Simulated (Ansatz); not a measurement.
# HfS2: the cost of one run

Program: Ansatz 0.2.0. Level of theory: DFT PBE+D3(BJ), scalar-relativistic, plane waves, PAW. These are calculated values, not measurements.

3 further runs of the same task are left out: 1 that didn't finish, 2 set aside as unsound or not needed.

## (1) Starting point

It takes space group P-3m1 (No. 164, trigonal). Conventional cell: a = 3.640 Å, b = 3.640 Å, c = 6.056 Å, α = 90.00°, β = 90.00°, γ = 120.00°. Hf (site symmetry -3m) has 6 S at 2.54 Å as nearest neighbours. S (site symmetry 3m) is surrounded by 3 Hf at 2.54 Å.

As a file:

```
CELL_PARAMETERS angstrom
3.63966 0.00000 0.00000
-1.81983 3.15204 0.00000
0.00000 0.00000 6.05556
ATOMIC_POSITIONS crystal
Hf 0.00000 0.00000 0.00000
S 0.66667 0.33333 0.76395
S 0.33333 0.66667 0.23605
```

The structure comes from the Materials Project (structure only).

## (7) Setting up the map

Atoms count from 1 in the order of the input.

The upper layer of a bilayer is slid over the lower one; relaxed at each slide: the heights of all atoms; the origin of the map has S4 above S3.

- slide of the upper layer along the first cell vector, from S4 above S3: 6 values from 0.000 to 0.833, periodic
- slide of the upper layer along the second cell vector, from S4 above S3: 6 values from 0.000 to 0.833, periodic

Relaxed at each point: the heights of all atoms. Points are written as (first, second).

The two vectors of the plane (Å): (3.618, 0.000, 0.000); (-1.809, 3.134, 0.000).

(The set-up runs are not shown.)

## (8) The run at (0/6, 0/6) of the map's two axes

File input.yaml:

```yaml
crystal:
  lattice:
    - [3.6183523043, 0.0, 0.0]
    - [-1.8091761521, 3.1335850153, 0.0]
    - [0.0, 0.0, 23.3215601229]
  atoms:
    - { symbol: S, position: [0.6666666667, 0.3333333333, 0.1929545012] }
    - { symbol: Hf, position: [0.0, 0.0, 0.2553598473] }
    - { symbol: S, position: [0.3333333333, 0.6666666667, 0.3177651933] }
    - { symbol: S, position: [0.3333333333, 0.6666666667, 0.4695989464] }
    - { symbol: Hf, position: [-0.3333333333, 0.3333333333, 0.5320042925] }
    - { symbol: S, position: [0.0, 1.0, 0.5944096385] }
basis:
  ecutwfc: 420
kpoints:
  mp_grid: { grid: [9, 9, 1] }
hamiltonian:
  xc: pbe
  pseudopotentials: { kind: paw, azcp: { folder: soft_1 } }
  dispersion: d3bj
scf:
  occupations: { method: gaussian, width: 0.05 }
output:
  forces: true
  eigenvalues: true
relax:
  adjacent_minimum: "off"
  f_tol: 0.003
  max_steps: 20
  constraints: [{ site: 0 }, { sites: [1, 2, 3, 4, 5], fix: xy }]
efield:
  axis: 3
  dipole_correction: true
  ramp_width: 0.04
```

On the command line:

```bash
$ ansatz run input.yaml --threads 1 --pin off --max-ram 3072MiB --backend cpu --events-out ev --progress --plain --runs-dir out
```

What time and memory should one allow on 1 thread of Arm Neoverse V1, shared host?

About 64 s, with a peak of 0.47 GiB.
